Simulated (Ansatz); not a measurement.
# NaI: how the settings move a single-point run

How sensitive is a single-point run of NaI to its settings? A reference run comes first, then two runs with altered input.

Computed with Ansatz 0.2.0 (reference: DFT, PBEsol, plane waves, PAW, unless a step's input says otherwise).

2 further runs of the same task are left out: 2 that didn't finish.

## (1) The starting structure

It takes space group Fm-3m (No. 225, cubic). The conventional cell has a = 6.459 Å, b = 6.459 Å, c = 6.459 Å, α = 90.00°, β = 90.00°, γ = 90.00°. Around Na (site symmetry m-3m) lie 6 I at 3.23 Å. I (site symmetry m-3m) is surrounded by 6 Na at 3.23 Å.

Coordinates:

```
CELL_PARAMETERS angstrom
0.00000 3.22972 3.22972
3.22972 0.00000 3.22972
3.22972 3.22972 0.00000
ATOMIC_POSITIONS crystal
Na 0.00000 0.00000 0.00000
I 0.50000 0.50000 0.50000
```

## (2) Baseline

The input, input.yaml:

```yaml
crystal:
  lattice:
    - [0.0, 3.2297205553, 3.2297205553]
    - [3.2297205553, 0.0, 3.2297205553]
    - [3.2297205553, 3.2297205553, 0.0]
  atoms:
    - { symbol: Na, position: [0.0, 0.0, 0.0] }
    - { symbol: I, position: [0.5, 0.5, 0.5] }
kpoints:
  mp_grid: { grid: [6, 6, 6] }
hamiltonian:
  xc: pbesol
scf:
  occupations: { method: fixed }
  n_extra_bands: 4
output:
  forces: true
  stress: true
  eigenvalues: true
```

Launch:

```
> ansatz run input.yaml --threads 4 --pin off --max-ram 3686MiB --backend cpu --events-out ev --progress --plain --runs-dir out
```

## (3) Changed: xc lda

input.yaml: that of step 2 with these lines changed.

```diff
@@ -11,3 +11,3 @@
 hamiltonian:
-  xc: pbesol
+  xc: lda
 scf:
```

## (4) Changed: xc mr2scan

input.yaml: that of step 2 with these lines changed.

```diff
@@ -11,3 +11,3 @@
 hamiltonian:
-  xc: pbesol
+  xc: mr2scan
 scf:
```

What does the calculation give? Wanted: for each run, ending; energy change; pressure; gap; force.

The runs gave:

```csv
run,ending,energy change,pressure (GPa),gap (eV),force (eV/Å),cycles,time
reference,converged,-,-0.4,3.53,0.00,7,0.39 s
1: xc lda,converged,not comparable,-1.6,3.35,0.00,6,0.33 s
2: xc mr2scan,converged,not comparable,0.0,4.45,0.00,6,0.88 s
```

Residual by cycle in the longest SCF loop of each run; runs are numbered as in the table. The quantity is the density residual dr2, in eV.

```csv
cycle,reference,run 1,run 2
1,9.9e-4,0.00743,0.00893
2,0.00123,0.00187,5.7e-4
3,9.5e-5,2.6e-4,5.8e-5
4,4.6e-6,1.5e-5,7.8e-6
5,8.7e-7,1.3e-7,1.9e-7
6,1.2e-7,3.3e-9,6.8e-9
7,4.5e-9,-,-
```

**Reading.** The pressure spans -1.6 to 0.0 GPa over the reference and the converged variants. The gap spans 3.35 to 4.45 eV over the reference and the converged variants. The gap of the reference lacks spin-orbit coupling, though the cell holds I.
